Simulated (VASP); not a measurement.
# HfN (F-43m) in VASP: settings compared

The runs below take HfN through single point, with PBEsol, PBE.

Program: VASP 6.6.1. These are calculated values, not measurements. Logs are shortened: lines on timing, memory, paths and dates and some standing lists are left out, and cuts for length are marked.

## (1) Starting point

It takes space group F-43m (No. 216, cubic). The conventional cell has a = 4.910 Å, b = 4.910 Å, c = 4.910 Å, α = 90.00°, β = 90.00°, γ = 90.00°. Hf (site symmetry -43m) is surrounded by 4 N at 2.13 Å. N (site symmetry -43m) has 4 Hf at 2.13 Å as nearest neighbours.

The cell comes from a database or a generator and needn't be the stable form of this composition.

## (2) Single point, PBEsol

The input, INCAR:

```
PREC = Accurate ; ENCUT = 520
EDIFF = 1E-7 ; ISMEAR = -1
SIGMA = 0.05 ; LREAL = F
LASPH = T ; NELM = 60
ALGO = Normal ; ISIF = 2
LWAVE = F ; LCHARG = T
GGA = PS ; LELF = T
LVHAR = T ; NBANDS = 14
```

The input, KPOINTS:

```
Automatic mesh
0
Gamma
  9 9 9
```

The input, POSCAR:

```
HfN
1.0
    0.0000000000      2.4548220000      2.4548220000
    2.4548220000      0.0000000000      2.4548220000
    2.4548220000      2.4548220000      0.0000000000
Hf N
1 1
Direct
    0.0000000000      0.0000000000      0.0000000000
    0.2500000000      0.2500000000      0.2500000000
```

Potentials or basis: VASP PAW PBE potentials, release 64 (Hf_pv, N).

The run is started by

```console
> cat potpaw_PBE.64/Hf_pv/POTCAR potpaw_PBE.64/N/POTCAR > POTCAR
> mpirun -np 1 vasp_std > vasp.out
```

OUTCAR:

```text
PREC = Accurate
   ENCUT = 520
   EDIFF = 1E-7
   ISMEAR = -1
   LREAL = F
   LASPH = T
   NELM = 60
   ISIF = 2
   GGA = PS

 ion  position               nearest neighbor table
   1  0.000  0.000  0.000-   2 2.13   2 2.13   2 2.13   2 2.13
   2  0.250  0.250  0.250-   1 2.13   1 2.13   1 2.13   1 2.13

  LATTYP: Found a face centered cubic cell.
 ALAT       =     4.9096440000

  Lattice vectors:

 A1 = (   0.0000000000,   2.4548220000,   2.4548220000)
 A2 = (   2.4548220000,   0.0000000000,   2.4548220000)
 A3 = (   2.4548220000,   2.4548220000,   0.0000000000)

Analysis of symmetry for initial positions (statically):
=====================================================================
 Subroutine PRICEL returns:
 Original cell was already a primitive cell.

 Routine SETGRP: Setting up the symmetry group for a
 face centered cubic supercell.

 Subroutine GETGRP returns: Found 24 space group operations
 (whereof 24 operations were pure point group operations)
 out of a pool of 48 trial point group operations.

The static configuration has the point symmetry T_d .

Analysis of symmetry for dynamics (positions and initial velocities):
=====================================================================
 Subroutine PRICEL returns:
 Original cell was already a primitive cell.

 Routine SETGRP: Setting up the symmetry group for a
 face centered cubic supercell.

 Subroutine GETGRP returns: Found 24 space group operations
 (whereof 24 operations were pure point group operations)
 out of a pool of 48 trial point group operations.

The dynamic configuration has the point symmetry T_d .

 Subroutine INISYM returns: Found 24 space group operations
 (whereof 24 operations are pure point group operations),
 and found     1 'primitive' translations

----------------------------------------------------------------------------------------

                                     Primitive cell

  volume of cell :      29.5863

  direct lattice vectors                    reciprocal lattice vectors
     0.000000000  2.454822000  2.454822000    -0.203680756  0.203680756  0.203680756
     2.454822000  0.000000000  2.454822000     0.203680756 -0.203680756  0.203680756
     2.454822000  2.454822000  0.000000000     0.203680756  0.203680756 -0.203680756

  length of vectors
     3.471642566  3.471642566  3.471642566     0.352785417  0.352785417  0.352785417

  position of ions in fractional coordinates (direct lattice)
     0.000000000  0.000000000  0.000000000
     0.250000000  0.250000000  0.250000000

  ion indices of the primitive-cell ions
   primitive index   ion index
                 1           1
                 2           2

----------------------------------------------------------------------------------------

 KPOINTS: Automatic mesh

Automatic generation of k-mesh.
 Grid dimensions read from file:
 generate k-points for:    9    9    9

 Generating k-lattice:

  Cartesian coordinates                     Fractional coordinates (reciprocal lattice)
    -0.022631195  0.022631195  0.022631195     0.111111111  0.000000000  0.000000000
     0.022631195 -0.022631195  0.022631195     0.000000000  0.111111111  0.000000000
     0.022631195  0.022631195 -0.022631195     0.000000000  0.000000000  0.111111111

  Length of vectors
     0.039198380  0.039198380  0.039198380

  Shift w.r.t. Gamma in fractional coordinates (k-lattice)
     0.000000000  0.000000000  0.000000000

 Subroutine IBZKPT returns following result:
 ===========================================

 Found     35 irreducible k-points:

 Following reciprocal coordinates:
            Coordinates               Weight
  0.000000  0.000000  0.000000      1.000000
  0.111111  0.000000  0.000000      8.000000
  0.222222  0.000000  0.000000      8.000000
  0.333333  0.000000  0.000000      8.000000
  0.444444  0.000000  0.000000      8.000000
  0.111111  0.111111  0.000000      6.000000
[... 16 lines left out ...]
 -0.333333  0.333333  0.000000     12.000000
  0.444444  0.444444  0.000000      6.000000
 [... further k-points ...]
   k-points           NKPTS =     35   k-points in BZ     NKDIM =     35   number of bands    NBANDS=     14
   number of dos      NEDOS =    301   number of ions     NIONS =      2
   total plane-waves  NPLWV =  21952
   dimension x,y,z NGX =    28 NGY =   28 NGZ =   28
   dimension x,y,z NGXF=    56 NGYF=   56 NGZF=   56
   ions per type =               1   1
   NGX,Y,Z   is equivalent  to a cutoff of  13.41, 13.41, 13.41 a.u.
   NGXF,Y,Z  is equivalent  to a cutoff of  26.82, 26.82, 26.82 a.u.
 SYSTEM =  unknown system
   PREC   = accura    normal or accurate (medium, high low for compatibility)
   ISTART =      0    job   : 0-new  1-cont  2-samecut
   ICHARG =      2    charge: 1-file 2-atom 10-const
   ISPIN  =      1    spin polarized calculation?
   LNONCOLLINEAR =      F non collinear calculations
   LSORBIT =      F    spin-orbit coupling
   LASPH  =      T    aspherical Exc in radial PAW
   ENCUT  =  520.0 eV  38.22 Ry    6.18 a.u.   6.45  6.45  6.45*2*pi/ulx,y,z
   NELM   =     60;   NELMIN=  2; NELMDL= -5     # of ELM steps
   EDIFF  = 0.1E-06   stopping-criterion for ELM
   LREAL  =      F    real-space projection
   EDIFFG = 0.1E-05   stopping-criterion for IOM
   NSW    =      0    number of steps for IOM
   IBRION =     -1    ionic relax: 0-MD 1-quasi-New 2-CG
   NFREE  =      0    steps in history (QN), initial steepest desc. (CG)
   ISIF   =      2    stress and relaxation
   ISYM   =      2    0-nonsym 1-usesym 2-fastsym
   POTIM  = 0.5000    time-step for ionic-motion
   TEBEG  =    0.0;   TEEND  =   0.0 temperature during run
   PSTRESS=    0.0 pullay stress
   NELECT =      15.0000    total number of electrons
   NUPDOWN=      -1.0000    fix difference up-down
   EMIN   =  10.00;   EMAX   =-10.00  energy-range for DOS
   EFERMI =   0.00;   METHOD = LEGACY
   ISMEAR =    -1;   SIGMA  =   0.05  broadening in eV -4-tet -1-fermi 0-gaus
   EFERMI_NEDOS =   21; number of points for ismear=-14 and -15
   IALGO  =     38    algorithm
   IMIX   =      4    mixing-type and parameters
     AMIX     =   0.40;   BMIX     =  1.00
     AMIX_MAG =   1.60;   BMIX_MAG =  1.00
  volume/ion in A,a.u.               =      14.79        99.83
  Fermi-wavevector in a.u.,A,eV,Ry     =   1.305395  2.466839 23.185087  1.704056
  Thomas-Fermi vector in A             =   2.436267
   LORBIT       =      0    0 simple, 1 ext, 2 COOP (PROOUT), +10 PAW based schemes
   GGA     = PS    functional components
   LHFCALC =     F    Hartree Fock is set to
   AEXX    =    0.0000 exact exchange contribution
   IVDW    =     0    specifies the selected vdW correction
   LEPSILON=     F    determine dielectric tensor
   LRPA    =     F    only Hartree local field effects (RPA)
 non-spin polarized calculation
  energy-cutoff  :      520.00
  volume of cell :       29.59
 maximum number of plane-waves:       821
 NGX is ok and might be reduce to    28
   NGX = 13   NGY = 13   NGZ = 13

 number of electron      15.0000001 magnetization

 Free energy of the ion-electron system (eV)
  ---------------------------------------------------
  ext. energy  EPLUGINS =         0.00000000
  ---------------------------------------------------
  free energy    TOTEN  =       -22.25544688 eV

  energy without entropy =      -22.24967430  energy(sigma->0) =      -22.25256059

 E-fermi :   5.5835     XC(G=0): -11.3973

 val. band max:        5.5753929991   @ k =  -0.2222   0.3333   0.1111
 cond. band min:       5.6725184546   @ k =   0.2222   0.2222   0.0000
 fundamental gap:      0.0971254555
 Fermi energy:         5.5835386967

 k-point     1 :       0.0000    0.0000    0.0000
  band No.  band energies     occupation
      1     -25.4554      2.00000
      2     -25.4554      2.00000
      3     -25.4554      2.00000
      4     -10.4995      2.00000
      5       0.1481      2.00000
      6       0.1481      2.00000
      7       0.1481      2.00000
      8       4.8693      2.00000
      9       7.8040      0.00000
     10       7.8040      0.00000
     11      12.1868      0.00000
     12      12.1868      0.00000
     13      12.1868      0.00000
     14      17.9093      0.00000

 k-point     2 :       0.1111    0.0000    0.0000
  band No.  band energies     occupation
      1     -25.5136      2.00000
      2     -25.4629      2.00000
      3     -25.4629      2.00000
      4     -10.3544      2.00000
      5      -0.1093      2.00000
      6       0.2363      2.00000
      7       0.2363      2.00000
      8       5.5144      1.59886
      9       7.6128      0.00000
     10       7.6128      0.00000
     11      11.8687      0.00000
     12      12.4543      0.00000
     13      12.4543      0.00000
     14      17.0893      0.00000

 k-point     3 :       0.2222    0.0000    0.0000
  band No.  band energies     occupation
      1     -25.6573      2.00000
      2     -25.4816      2.00000
      3     -25.4816      2.00000
      4     -10.0031      2.00000
      5      -0.4421      2.00000
      6       0.4411      2.00000
      7       0.4411      2.00000
      8       6.7879      0.00000
      9       7.4012      0.00000
     10       7.4012      0.00000
     11      11.2832      0.00000
     12      12.6309      0.00000
     13      12.6309      0.00000
     14      14.6853      0.00000

 k-point     4 :       0.3333    0.0000    0.0000
  band No.  band energies     occupation
      1     -25.8147      2.00000
      2     -25.5027      2.00000
      3     -25.5027      2.00000
      4      -9.6387      2.00000
      5      -0.4235      2.00000
      6       0.6316      2.00000
      7       0.6316      2.00000
      8       7.4617      0.00000
      9       7.6072      0.00000
     10       7.6072      0.00000
     11      10.5949      0.00000
     12      12.0143      0.00000
     13      12.0143      0.00000
     14      13.7409      0.00000

 k-point     5 :       0.4444    0.0000    0.0000
  band No.  band energies     occupation
      1     -25.9144      2.00000
      2     -25.5165      2.00000
      3     -25.5165      2.00000
      4      -9.4263      2.00000
      5      -0.1769      2.00000
      6       0.7253      2.00000
      7       0.7253      2.00000
      8       7.2245      0.00000
      9       8.1645      0.00000
     10       8.1645      0.00000
     11       9.8752      0.00000
[... 276 lines left out ...]
 k-point    22 :      -0.4444    0.3333    0.0000
  band No.  band energies     occupation
      1     -25.8697      2.00000
      2     -25.6762      2.00000
      3     -25.5861      2.00000
      4      -9.0632      2.00000
      5      -0.7249      2.00000
      6       1.4021      2.00000
      7       1.6253      2.00000
      8       4.5737      2.00000
      9       7.6646      0.00000
     10       8.5216      0.00000
     11      11.1280      0.00000
     12      11.5023      0.00000
     13      14.2376      0.00000
     14      16.2861      0.00000

 k-point    23 :      -0.3333    0.3333    0.0000
  band No.  band energies     occupation
      1     -25.8332      2.00000
      2     -25.7183      2.00000
      3     -25.5629      2.00000
      4      -9.0962      2.00000
      5      -0.1979      2.00000
      6       0.8600      2.00000
      7       1.3946      2.00000
      8       4.8303      2.00000
      9       7.7018      0.00000
     10       8.0708      0.00000
     11      11.5934      0.00000
     12      11.7791      0.00000
     13      13.8834      0.00000
     14      15.4494      0.00000

 k-point    24 :       0.4444    0.4444    0.0000
  band No.  band energies     occupation
      1     -25.9116      2.00000
      2     -25.6104      2.00000
      3     -25.6104      2.00000
      4      -9.0602      2.00000
      5      -1.3190      2.00000
      6       1.9250      2.00000
      7       1.9250      2.00000
      8       4.4570      2.00000
      9       7.9368      0.00000
     10       9.5367      0.00000
     11      10.3828      0.00000
     12      10.3828      0.00000
     13      14.4966      0.00000
     14      17.3679      0.00000

 [... further k-points ...]
[... 5 lines left out ...]
  --------------------------------------------------------------------------------------
  -------------------------------------------------------------------------------------
  Total       -1.0920316     -1.0920316     -1.0920316      0.0000000      0.0000000      0.0000000
  in kB      -59.1365215    -59.1365215    -59.1365215      0.0000000      0.0000000      0.0000000
  external PRESSURE =     -59.1365215 kB  Pullay stress =       0.0000000 kB

 VOLUME and BASIS-vectors are now :
 -----------------------------------------------------------------------------
  energy-cutoff  :      520.00
  volume of cell :       29.59
      direct lattice vectors                 reciprocal lattice vectors
     0.000000000  2.454822000  2.454822000    -0.203680756  0.203680756  0.203680756
     2.454822000  0.000000000  2.454822000     0.203680756 -0.203680756  0.203680756
     2.454822000  2.454822000  0.000000000     0.203680756  0.203680756 -0.203680756

 POSITION                                       TOTAL-FORCE (eV/Angst)
 -----------------------------------------------------------------------------------
      0.00000      0.00000      0.00000        -0.000000     -0.000000     -0.000000
      1.22741      1.22741      1.22741         0.000000      0.000000      0.000000
 -----------------------------------------------------------------------------------
    total drift:                               -0.000000     -0.000000     -0.000000

  FREE ENERGIE OF THE ION-ELECTRON SYSTEM (eV)
  ---------------------------------------------------
  free  energy   TOTEN  =       -22.2554468783 eV

  energy  without entropy=      -22.2496743049  energy(sigma->0) =      -22.25256059
```

It took 16 s on 1 thread of Intel Xeon Platinum 8259CL at 2.50GHz (Skylake/Cascade Lake), shared host; peak memory 0.16 GiB.

What came out:

- Free energy: -22.2554 eV
- Pressure: -5.9 GPa
- Band gap on the k mesh: none (metal or under the smearing width)

Caveat: the PAW data sets were made with another functional, which shifts forces and pressure a little. The run has no spin-orbit coupling, so splittings on Hf are missing.

## (3) Single point, PBEsol (atoms moved at random, drawn with an rms of 0.05 Å)

INCAR is that of step 2.

KPOINTS is that of step 2.

The input, POSCAR:

```
HfN
1.0
    0.0000000000      2.4548220000      2.4548220000
    2.4548220000      0.0000000000      2.4548220000
    2.4548220000      2.4548220000      0.0000000000
Hf N
1 1
Direct
   -0.0015310000     -0.0029430000     -0.0034000000
    0.2637830000      0.2428060000      0.2393630000
```

Potentials or basis: VASP PAW PBE potentials, release 64 (Hf_pv, N).

The run is started by

```console
> cat potpaw_PBE.64/Hf_pv/POTCAR potpaw_PBE.64/N/POTCAR > POTCAR
> mpirun -np 1 vasp_std > vasp.out
```

It took 2.1 min on 1 thread of Intel Xeon Platinum 8259CL at 2.50GHz (Skylake/Cascade Lake), shared host; peak memory 0.29 GiB.

It converged, with:

```yaml
Free_energy: -22.2437 eV
Pressure: -5.7 GPa
Largest_force: 0.554 eV/Å
Band_gap_on_the_k_mesh: none (metal or under the smearing width)
```

Forces in eV/Å, atoms in the order of the input:
```
Hf  -0.350  0.263  0.339
N    0.350 -0.263 -0.339
```

Stress tensor (GPa, compression positive):
```
-5.69 -1.53 -1.18
-1.53 -5.68  1.58
-1.18  1.58 -5.69
```

Levels at points of the mesh, in eV from the Fermi level:
| k point | band 5 | band 6 | band 7 | band 8 | band 9 | band 10 | band 11 | band 12 |
| --- | --- | --- | --- | --- | --- | --- | --- | --- |
| (0.00, 0.00, 0.00) | -5.51 | -5.42 | -5.40 | -0.73 | 2.21 | 2.21 | 6.42 | 6.49 |

Caveat: the PAW data sets were made with another functional, which shifts forces and pressure a little. The run has no spin-orbit coupling, so splittings on Hf are missing.

## (4) Single point, PBE

The input, INCAR:

```
  PREC = Accurate
  ENCUT = 520
  EDIFF = 1E-7
  ISMEAR = -1
  SIGMA = 0.05
  LREAL = False
  LASPH = True
  NELM = 100
  ALGO = Normal
  ISIF = 2
  LWAVE = False
  LCHARG = True
  GGA = PE
  LELF = True
  LVHAR = True
  NBANDS = 14
```

The input, KPOINTS:

```
regular mesh
0
Gamma
  9 9 9
```

The input, POSCAR:

```
HfN
1.0
    0.0000000000      2.4548220000      2.4548220000
    2.4548220000      0.0000000000      2.4548220000
    2.4548220000      2.4548220000      0.0000000000
Hf N
1 1
Direct
    0.0000000000      0.0000000000      0.0000000000
    0.2500000000      0.2500000000      0.2500000000
```

The run is started by

```console
> cat potpaw_PBE.64/Hf_pv/POTCAR potpaw_PBE.64/N/POTCAR > POTCAR
> mpirun -np 1 vasp_std > vasp.out
```

Run time: 16 s. Hardware: 1 thread of Intel Xeon Platinum 8488C (Sapphire Rapids), shared host; peak memory 0.16 GiB.

Results (log left out):

```
Free energy            : -21.2227 eV
Pressure               : -0.3 GPa
Band gap on the k mesh : none (metal or under the smearing width)
```

Levels at points of the mesh, in eV from the Fermi level:
| k point | band 6 | band 7 | band 8 | band 9 | band 10 | band 11 |
| --- | --- | --- | --- | --- | --- | --- |
| (0.00, 0.00, 0.00) | -5.45 | -5.45 | -0.72 | 2.25 | 2.25 | 6.59 |

(Part 1 of 2 ends here.)
